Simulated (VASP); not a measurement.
Input of a VASP 6.6.1 run:

File INCAR:

```
PREC     = Accurate       # precision mode
ENCUT    = 520            # plane-wave cutoff, eV
EDIFF    = 1E-6           # SCF threshold, eV
ISMEAR   = -1             # smearing method
SIGMA    = 0.05           # smearing width, eV
LREAL    = False          # projectors in reciprocal space
LASPH    = True           # aspherical terms in the spheres
NELM     = 100            # most SCF steps
ALGO     = Normal         # electronic algorithm
ISIF     = 2              # what is computed and relaxed
LWAVE    = False          # write WAVECAR
LCHARG   = False          # write CHGCAR
LMAXMIX  = 4              # l up to which the mixer works
METAGGA  = SCAN           # meta-GGA
LMIXTAU  = True
```

The input KPOINTS:

```
Automatic mesh
0
Gamma
  9 9 9
```

File POSCAR:

```
AlRu
1.0
    2.9916000000      0.0000000000      0.0000000000
    0.0000000000      2.9916000000      0.0000000000
    0.0000000000      0.0000000000      2.9916000000
Ru Al
1 1
Direct
    0.5000000000      0.5000000000      0.5000000000
    0.0000000000      0.0000000000      0.0000000000
```

Contents of KPOINTS_OPT:

```
path GXMGRX,MR
15
line-mode
reciprocal
 0.0000000000  0.0000000000  0.0000000000  G
 0.0000000000  0.5000000000  0.0000000000  X

 0.0000000000  0.5000000000  0.0000000000  X
 0.5000000000  0.5000000000  0.0000000000  M

 0.5000000000  0.5000000000  0.0000000000  M
 0.0000000000  0.0000000000  0.0000000000  G

 0.0000000000  0.0000000000  0.0000000000  G
 0.5000000000  0.5000000000  0.5000000000  R

 0.5000000000  0.5000000000  0.5000000000  R
 0.0000000000  0.5000000000  0.0000000000  X

 0.5000000000  0.5000000000  0.0000000000  M
 0.5000000000  0.5000000000  0.5000000000  R
```

Potentials or basis: VASP PAW PBE potentials, release 64 (Ru_pv, Al).

The run is started by

```bash
$ cat potpaw_PBE.64/Ru_pv/POTCAR potpaw_PBE.64/Al/POTCAR > POTCAR
$ mpirun -np 1 vasp_std > vasp.out
```

(1) Predict the pressure.

(2) What does it give for the band gap along the path?

Results:

(1) -5.6 GPa.

(2) none (metal or under the smearing width).

Caveat: the PAW data sets were made with another functional, which shifts forces and pressure a little.
